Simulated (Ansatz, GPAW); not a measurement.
# Geometry or basis: what sets the conductance of a Ga chain with one Si atom in line, part 3 of 3

Wanted: T(E) of a Ga chain with one Si atom in line at a relaxed geometry in two programs, beside the unrelaxed structure.

GPAW 26.7.0 and Ansatz 0.2.0; Ansatz plane waves; relaxation of the junction with the lead ends held; PAW set soft_1 (the session's first sound run).

So far, transmission at the Fermi level (one spin): step 3 (plane waves, PBE) 0.591; step 4 (GPAW, dzp, PBE, GPAW) 0.597.

### 5. GPAW, szp: basis = "szp(dzp)"

Level of this step: GPAW LCAO, PAW setups; Landauer transmission from Green's functions with principal layers (ASE), zero bias (GPAW).

The second zeta is dropped, the polarisation orbitals stay.

run.py reads:

```python
import json
import numpy as np
from ase import Atoms
from ase.transport.calculators import TransportCalculator
from gpaw import GPAW, FermiDirac
from gpaw.lcao.tools import get_lcao_hamiltonian
from scipy.linalg import eigh

# The junction with lead layers at both ends, along the third cell vector
device = Atoms(
    ['Ga', 'Ga', 'Ga', 'Ga', 'Ga', 'Ga', 'Si', 'Ga', 'Ga', 'Ga', 'Ga', 'Ga', 'Ga'],
    positions=[
        [4.50000, 4.50000, 1.27500],
        [4.50000, 4.50000, 3.82500],
        [4.50000, 4.50000, 6.37500],
        [4.50000, 4.50000, 8.92500],
        [5.55929, 4.38618, 11.52312],
        [4.89900, 4.43602, 14.17527],
        [5.94999, 4.37159, 16.29519],
        [4.89196, 4.44583, 18.41937],
        [5.48108, 4.35511, 21.12853],
        [4.50000, 4.50000, 23.85880],
        [4.50000, 4.50000, 26.40880],
        [4.50000, 4.50000, 28.95880],
        [4.50000, 4.50000, 31.50880]],
    cell=[[9.0, 0.0, 0.0], [0.0, 9.0, 0.0], [0.0, 0.0, 32.7838]],
    pbc=True)

# One principal layer of the lead: the first 3 atoms of the device
lead = Atoms(
    ['Ga', 'Ga', 'Ga'],
    positions=[
        [4.50000, 4.50000, 1.27500],
        [4.50000, 4.50000, 3.82500],
        [4.50000, 4.50000, 6.37500]],
    cell=[[9.0, 0.0, 0.0], [0.0, 9.0, 0.0], [0.0, 0.0, 7.65]],
    pbc=True)

settings = dict(mode='lcao', basis='szp(dzp)', xc='PBE', h=0.2,
                occupations=FermiDirac(0.1), maxiter=250,
                mixer=dict(beta=0.1, nmaxold=8, weight=100.0),
                convergence=dict(density=0.0001))
energies = np.arange(-2, 2 + 1e-9, 0.025)
eta = 0.0001
n1, n2 = 1, 1
# k and -k transmit alike, so half of the mesh across the current serves
mesh = [(i, j) for i in range(n1) for j in range(n2) if (i, j) <= (-i % n1, -j % n2)]
weights = np.array([1 if (i, j) == (-i % n1, -j % n2) else 2 for i, j in mesh]) / (n1 * n2)

# [... helper functions left out ...]
fermi_lead = ground_state(lead, (1, 1, 15), 'lead.txt')
fermi_device = ground_state(device, (1, 1, 3), 'device.txt')
# [... loop over the mesh left out, but for ...]
        # Shift the lead onto the potential of the device's first layer
        shift = ((H[:, 0, 0] - H0[:, 0, 0]) / S0[0, 0]).real.mean()
# [...]
kT = 8.617333e-5 * 300
bias = [0.1, 0.2, 0.5, 1.0, 1.5, 2.0]
# [... integrals and printing left out ...]
```

Run with:

```
> OMP_NUM_THREADS=1 OPENBLAS_NUM_THREADS=1 python run.py
```

Numbers of over 12 decimals in the logs are rounded to 6 here.

Log:

```text
basis functions: device 117, principal layer 27
Fermi level: lead -3.1746 eV, device -3.1444 eV; lead shifted by -0.0168 eV
largest coupling past the next layer 5.81e-05 eV, largest misfit of the first layer 0.044 eV
  E-E_F (eV)   T (one spin)  channels
    -2.000    1.0294e-01    1.0000
    -1.975    9.5956e-02    1.0000
    -1.950    8.9105e-02    1.0000
[...]
1.975    2.2909e+00    3.0000
     2.000    2.2888e+00    3.0000
conductance at 300 K: 0.60092 G0 a cell; thermopower -7.665 uV/K
current from the zero-bias T(E) at 0.1 V: 4.656 uA
current from the zero-bias T(E) at 0.2 V: 9.312 uA
current from the zero-bias T(E) at 0.5 V: 23.582 uA
current from the zero-bias T(E) at 1.0 V: 57.615 uA
current from the zero-bias T(E) at 1.5 V: 99.044 uA
current from the zero-bias T(E) at 2.0 V: 138.5 uA
```

Wall time 44 s (1 thread of Arm Neoverse V2, shared host); peak memory 1.1 GiB.

Numbers from this step:

```
conductance                                    : 0.6009 G₀
thermopower                                    : -7.665 μV/K
largest coupling past the next principal layer : 5.81e-5 eV
largest misfit of the first principal layer    : 0.04434 eV
shift that aligns the lead                     : -0.01683 eV
basis functions of the junction                : 117
basis functions of a principal layer           : 27
transmission at the Fermi level (one spin)     : 0.6009
```

One spin. The transmission, zone mean by energy, zero at the Fermi level:

energy (eV), transmission, zone mean and a bar:
```
   -2.000       0.10 #
   -1.900       0.08 #
   -1.800       0.05 #
   -1.700       0.00 
   -1.600       0.00 
   -1.500       0.00 
   -1.400       0.11 #
   -1.300       0.11 #
   -1.200       0.10 #
   -1.100       0.10 #
   -1.000       0.10 #
   -0.900       0.12 ##
   -0.800       0.19 ##
   -0.700       0.37 #####
   -0.600       0.71 #########
   -0.500       0.90 ############
   -0.475       0.90 ############
   -0.400       0.85 ###########
   -0.300       0.65 #########
   -0.200       0.46 ######
   -0.100       0.54 #######
    0.000       0.60 ########
    0.100       0.66 #########
    0.200       0.74 ##########
    0.300       0.86 ###########
    0.400       1.02 #############
    0.500       1.26 ################
    0.600       1.50 ####################
    0.700       1.70 ######################
    0.800       1.82 ########################
    0.900       1.91 #########################
    1.000       1.97 ##########################
    1.100       2.00 ##########################
    1.200       2.01 ##########################
    1.300       2.02 ##########################
    1.400       2.05 ###########################
    1.500       2.09 ###########################
    1.600       2.16 ############################
    1.700       2.23 #############################
    1.800       2.28 ##############################
    1.900       2.29 ##############################
    2.000       2.29 ##############################
```

The conductance, 0.601 G₀, lies 0.5 % above that of the dzp run.

### 6. GPAW, sz: basis = "sz(dzp)"

One function for each valence shell of the setup, as for a first survey of a large system.

Edit run.py of step 5 so:

```diff
@@ -38,3 +38,3 @@
 
-settings = dict(mode='lcao', basis='szp(dzp)', xc='PBE', h=0.2,
+settings = dict(mode='lcao', basis='sz(dzp)', xc='PBE', h=0.2,
                 occupations=FermiDirac(0.1), maxiter=250,
```

Log:

```text
basis functions: device 52, principal layer 12
Fermi level: lead -3.2329 eV, device -3.2019 eV; lead shifted by -0.0197 eV
largest coupling past the next layer 5.75e-05 eV, largest misfit of the first layer 0.048 eV
  E-E_F (eV)   T (one spin)  [channel counts left out]
    -2.000    1.1877e-01
    -1.975    1.1034e-01
    -1.950    1.0184e-01
[...]
1.975    2.1689e+00
     2.000    2.1643e+00
conductance at 300 K: 0.58888 G0 a cell; thermopower -6.963 uV/K
current from the zero-bias T(E) at 0.1 V: 4.5614 uA
current from the zero-bias T(E) at 0.2 V: 9.1154 uA
current from the zero-bias T(E) at 0.5 V: 22.99 uA
current from the zero-bias T(E) at 1.0 V: 55.832 uA
current from the zero-bias T(E) at 1.5 V: 97.383 uA
current from the zero-bias T(E) at 2.0 V: 136.57 uA
```

Elapsed: 30 s, on 1 thread; peak memory 0.97 GiB.

Numbers from this step:

| Quantity | Value |
| --- | --- |
| conductance | 0.5889 G₀ |
| thermopower | -6.963 μV/K |
| largest coupling past the next principal layer | 5.75e-5 eV |
| largest misfit of the first principal layer | 0.04752 eV |
| shift that aligns the lead | -0.01973 eV |
| basis functions of the junction | 52 |
| basis functions of a principal layer | 12 |
| transmission at the Fermi level (one spin) | 0.5893 |

One spin. The transmission, zone mean by energy, zero at the Fermi level:

```tsv
energy (eV)	transmission, zone mean
-2.000	0.119
-1.800	0.0370
-1.600	1.4e-8
-1.400	0.136
-1.200	0.125
-1.000	0.144
-0.800	0.287
-0.600	0.827
-0.500	0.928
-0.400	0.857
-0.200	0.457
0.000	0.589
0.200	0.713
0.400	0.951
0.600	1.40
0.800	1.73
1.000	1.88
1.200	1.93
1.400	1.96
1.600	2.05
1.800	2.15
2.000	2.16
```

The conductance, 0.589 G₀, lies 1.5 % below that of the dzp run.

### 7. revPBE in the dzp basis: xc = "revPBE"

Back in the dzp basis, the functional changes from PBE to revPBE, to set the spread between functionals beside that between bases.

Edit run.py of step 6 so:

```diff
@@ -38,3 +38,3 @@
 
-settings = dict(mode='lcao', basis='sz(dzp)', xc='PBE', h=0.2,
+settings = dict(mode='lcao', basis='dzp', xc='revPBE', h=0.2,
                 occupations=FermiDirac(0.1), maxiter=250,
```

Log:

```text
basis functions: device 169, principal layer 39
Fermi level: lead -2.7655 eV, device -2.7645 eV; lead shifted by -0.0130 eV
largest coupling past the next layer 6.04e-05 eV, largest misfit of the first layer 0.045 eV
  E-E_F (eV)   T (one spin)  [channel counts left out]
    -2.000    1.4063e-01
    -1.975    1.3375e-01
    -1.950    1.2735e-01
[...]
1.975    2.2963e+00
     2.000    2.2952e+00
conductance at 300 K: 0.57151 G0 a cell; thermopower -7.573 uV/K
current from the zero-bias T(E) at 0.1 V: 4.4304 uA
current from the zero-bias T(E) at 0.2 V: 8.8741 uA
current from the zero-bias T(E) at 0.5 V: 22.565 uA
current from the zero-bias T(E) at 1.0 V: 55.378 uA
current from the zero-bias T(E) at 1.5 V: 94.011 uA
current from the zero-bias T(E) at 2.0 V: 130.74 uA
```

Wall time 50 s (1 thread); peak memory 1.1 GiB.

This step gave:

| Quantity | Value |
| --- | --- |
| conductance | 0.5715 G₀ |
| thermopower | -7.573 μV/K |
| largest coupling past the next principal layer | 6.04e-5 eV |
| largest misfit of the first principal layer | 0.04497 eV |
| shift that aligns the lead | -0.01304 eV |
| basis functions of the junction | 169 |
| basis functions of a principal layer | 39 |
| transmission at the Fermi level (one spin) | 0.5707 |

The conductance, 0.572 G₀, lies 4.4 % below that of the dzp run.

### 8. Without the relaxation: geometry = "as built"

The dzp basis with PBE on the structure as first built shows what the relaxation was worth.

Edit run.py of step 7 so:

```diff
@@ -16,7 +16,7 @@
         [4.50000, 4.50000, 8.92500],
-        [5.55929, 4.38618, 11.52312],
-        [4.89900, 4.43602, 14.17527],
-        [5.94999, 4.37159, 16.29519],
-        [4.89196, 4.44583, 18.41937],
-        [5.48108, 4.35511, 21.12853],
+        [4.50000, 4.50000, 11.47500],
+        [4.50000, 4.50000, 14.02500],
+        [4.50000, 4.50000, 16.39190],
+        [4.50000, 4.50000, 18.75880],
+        [4.50000, 4.50000, 21.30880],
         [4.50000, 4.50000, 23.85880],
@@ -38,3 +38,3 @@
 
-settings = dict(mode='lcao', basis='dzp', xc='revPBE', h=0.2,
+settings = dict(mode='lcao', basis='dzp', xc='PBE', h=0.2,
                 occupations=FermiDirac(0.1), maxiter=250,
```

Log:

```text
basis functions: device 169, principal layer 39
Fermi level: lead -2.8498 eV, device -2.9564 eV; lead shifted by -0.0192 eV
largest coupling past the next layer 6.03e-05 eV, largest misfit of the first layer 0.035 eV
  E-E_F (eV)   T (one spin)  [channel counts left out]
    -2.000    9.0563e-01
    -1.975    9.0562e-01
    -1.950    9.0564e-01
[...]
1.975    2.8281e+00
     2.000    2.8353e+00
conductance at 300 K: 2.2853 G0 a cell; thermopower -1.957 uV/K
current from the zero-bias T(E) at 0.1 V: 17.647 uA
current from the zero-bias T(E) at 0.2 V: 34.914 uA
current from the zero-bias T(E) at 0.5 V: 80.329 uA
current from the zero-bias T(E) at 1.0 V: 141.7 uA
current from the zero-bias T(E) at 1.5 V: 203.07 uA
current from the zero-bias T(E) at 2.0 V: 266.38 uA
```

Run time: 39 s. Hardware: 1 thread; peak memory 1.1 GiB.

Numbers from this step:

* conductance: 2.285 G₀
* thermopower: -1.957 μV/K
* largest coupling past the next principal layer: 6.03e-5 eV
* largest misfit of the first principal layer: 0.03477 eV
* shift that aligns the lead: -0.01919 eV
* transmission at the Fermi level (one spin): 2.305

One spin. Transmission, zone mean against energy, zero at the Fermi level:

```tsv
energy (eV)	transmission, zone mean
-2.000	0.906
-1.900	0.906
-1.800	0.906
-1.700	0.907
-1.600	0.909
-1.500	2.3e-5
-1.400	0.876
-1.300	0.896
-1.200	0.901
-1.100	0.904
-1.000	0.906
-0.900	0.908
-0.800	0.910
-0.700	0.912
-0.600	0.913
-0.500	0.915
-0.400	0.916
-0.300	0.918
-0.200	1.50
-0.100	2.15
0.000	2.31
0.100	2.28
0.200	2.24
0.300	2.22
0.400	2.20
0.500	2.22
0.600	2.24
0.700	2.28
0.800	2.32
0.900	2.37
1.000	2.43
1.100	2.49
1.200	2.55
1.300	2.60
1.400	2.64
1.500	2.68
1.600	2.71
1.700	2.74
1.800	2.78
1.900	2.81
2.000	2.84
```

The conductance, 2.29 G₀, lies 282 % above that of the dzp run.

### 9. Cost and result by level

Times are wall times on the hardware named with each run. The runs compared:

```tsv
no.	run	conductance (G₀)	time	memory (GiB)
1	pw PBE	0.5916	77 s	2.5
2	dzp	0.5977	53 s	1.1
3	szp	0.6009	44 s	1.1
4	sz	0.5889	30 s	0.97
5	dzp revPBE	0.5715	50 s	1.1
6	asbuilt	2.285	39 s	1.1
```

### 10. Comparison

The curves are compared point by point over the common energies.

This step: comparison of transmission and cost over codes, levels and geometry; PAW set soft_1 (GPAW 26.7.0).

Ladder, by row:

```tsv
step	code	T at the Fermi level (sum over the listed spins)	conductance (G0)	r.m.s. T(E) from the first	wall time (s)	peak memory (GiB)	threads
pw-pbe	Ansatz	0.5911	0.5916	0	77.33	2.501	4
dzp	GPAW	0.5972	0.5977	0.01365	53.46	1.08	1
szp	GPAW	0.6009	0.6009	0.05594	44.43	1.06	1
sz	GPAW	0.5893	0.5889	0.1052	29.7	0.97	1
dzp-revPBE	GPAW	0.5707	0.5715	0.02773	49.83	1.08	1
asbuilt	GPAW	2.305	2.285	0.8623	38.63	1.08	1
```

Transmission, zone mean, sum over the listed spins against energy, zero at the Fermi level:

```tsv
energy (eV)	pw-pbe	dzp	szp	sz	dzp-revPBE	asbuilt
-2.0000	0.116	0.129	0.103	0.119	0.141	0.906
-1.7500	0.0650	0.0773	0.0257	4.3e-7	0.0891	0.907
-1.5000	0	2.4e-7	2.1e-8	0.0640	0.0476	2.3e-5
-1.2500	0.0534	0.0547	0.104	0.126	0.0516	0.899
-1.0000	0.0420	0.0464	0.103	0.144	0.0482	0.906
-0.7500	0.103	0.120	0.257	0.385	0.137	0.911
-0.5000	0.886	0.885	0.899	0.928	0.905	0.915
-0.2500	0.431	0.439	0.441	0.448	0.427	1.08
0.0000	0.591	0.597	0.601	0.589	0.571	2.31
0.2500	0.787	0.794	0.794	0.756	0.764	2.23
0.5000	1.23	1.23	1.26	1.16	1.20	2.22
0.7500	1.72	1.73	1.77	1.67	1.71	2.30
1.0000	1.92	1.93	1.97	1.88	1.90	2.43
1.2500	1.99	1.98	2.02	1.94	1.96	2.57
1.5000	2.09	2.06	2.09	1.99	2.05	2.68
1.7500	2.27	2.24	2.26	2.13	2.24	2.76
2.0000	2.30	2.30	2.29	2.16	2.30	2.84
```

### 11. Other settings

One more run, with changed settings.

This step: GPAW LCAO, PAW setups; Landauer transmission from Green's functions with principal layers (ASE), zero bias (GPAW 26.7.0).

Edit run.py of step 8 so:

```diff
@@ -16,7 +16,7 @@
         [4.50000, 4.50000, 8.92500],
-        [4.50000, 4.50000, 11.47500],
-        [4.50000, 4.50000, 14.02500],
-        [4.50000, 4.50000, 16.39190],
-        [4.50000, 4.50000, 18.75880],
-        [4.50000, 4.50000, 21.30880],
+        [5.55929, 4.38618, 11.52312],
+        [4.89900, 4.43602, 14.17527],
+        [5.94999, 4.37159, 16.29519],
+        [4.89196, 4.44583, 18.41937],
+        [5.48108, 4.35511, 21.12853],
         [4.50000, 4.50000, 23.85880],
@@ -38,4 +38,4 @@
 
-settings = dict(mode='lcao', basis='dzp', xc='PBE', h=0.2,
-                occupations=FermiDirac(0.1), maxiter=250,
+settings = dict(mode='lcao', basis='dzp', xc='PBE', h=0.5,
+                occupations=FermiDirac(0.1), maxiter=50,
                 mixer=dict(beta=0.1, nmaxold=8, weight=100.0),
```

Log:

```text
basis functions: device 169, principal layer 39
Fermi level: lead -2.8499 eV, device -2.8481 eV; lead shifted by -0.0086 eV
largest coupling past the next layer 5.93e-05 eV, largest misfit of the first layer 0.064 eV
  E-E_F (eV)   T (one spin)  [channel counts left out]
    -2.000    1.4319e-01
    -1.975    1.3614e-01
    -1.950    1.2958e-01
    -1.925    1.2346e-01
    -1.900    1.1775e-01
    -1.875    1.1241e-01
    -1.850    1.0741e-01
    -1.825    1.0271e-01
    -1.800    9.8278e-02
    -1.775    9.4094e-02
    -1.750    9.0125e-02
    -1.725    8.6343e-02
    -1.700    8.2716e-02
    -1.675    7.9208e-02
    -1.650    7.5774e-02
    -1.625    7.2347e-02
[...]
1.825    2.2748e+00
     1.850    2.2834e+00
     1.875    2.2897e+00
     1.900    2.2939e+00
     1.925    2.2961e+00
     1.950    2.2970e+00
     1.975    2.2968e+00
     2.000    2.2962e+00
conductance at 300 K: 0.5906 G0 a cell; thermopower -7.417 uV/K
current from the zero-bias T(E) at 0.1 V: 4.5785 uA
current from the zero-bias T(E) at 0.2 V: 9.172 uA
current from the zero-bias T(E) at 0.5 V: 23.311 uA
current from the zero-bias T(E) at 1.0 V: 56.863 uA
current from the zero-bias T(E) at 1.5 V: 95.997 uA
current from the zero-bias T(E) at 2.0 V: 133.05 uA
```

It took 15 s on 1 thread; peak memory 0.25 GiB.

The run finished. A setting was moved off its sound value on purpose, so it serves as a test and not as the result.

The fault put into the input: a grid far too coarse (h = 0.5).

Side by side:

```tsv
quantity	this run	sound run	difference
conductance (G₀)	0.59060	0.59773	-0.00713
thermopower (μV/K)	-7.4171	-7.6289	0.212
largest coupling past the next principal layer (eV)	5.929e-5	6.030e-5	-1.0e-6
largest misfit of the first principal layer (eV)	0.063575	0.044524	0.0191
shift that aligns the lead (eV)	-0.0086182	-0.012389	0.00377
transmission at the Fermi level (one spin)	0.58970	0.59722	-0.00752
```

### 12. What came out

| Quantity | Value |
| --- | --- |
| conductance | 0.598 G₀ |
| transmission at the Fermi level, mean of the spins | 0.597 |
| thermopower | -7.63 μV/K |

In the dzp basis the junction conducts 0.598 G₀ at 300 K, with T = 0.597 a spin at the Fermi level; the sz basis reaches that conductance within 10 %. Relaxation moved atoms by up to 1.5 Å and took the conductance from 2.29 to 0.598 G₀, as a ratio a larger change than the step from dzp to the minimal basis. Plane waves (PBE) give T = 0.591 there. At the Fermi level the three most open eigenchannels pass 0.41, 0.16 and 0.030. The negative thermopower says that the thermally weighted transmission is larger above the Fermi level, as for electron-like transport. Measured against the first run (pw-pbe), the nearest curve is that of dzp (r.m.s. 0.014) and the farthest that of asbuilt (0.86). Over the compared runs wall time goes from 30 s (sz) to 77 s (pw-pbe), on a shared host; the plane-wave run used 4 threads and the orbital runs 1. The leads kept an estimated spacing and the cell its length, so the junction may be under some tension or compression. An evenly spaced straight chain is an idealisation: free chains tend to dimerise, zigzag or, where a band edge lies near the Fermi level, turn magnetic. The currents use the zero-bias T(E) throughout, which holds only while the bias is small against the distance to the nearest feature.

[Logs are printed without paths, hosts, clocks, repeated set-up lines and the standing remarks that a program may print on its own settings, such as how far it seeks lower states.]

[Hosts, paths, dates, database ids (printed as entryN), source tags and the programs' standing remarks are cut or masked in the printed files.]
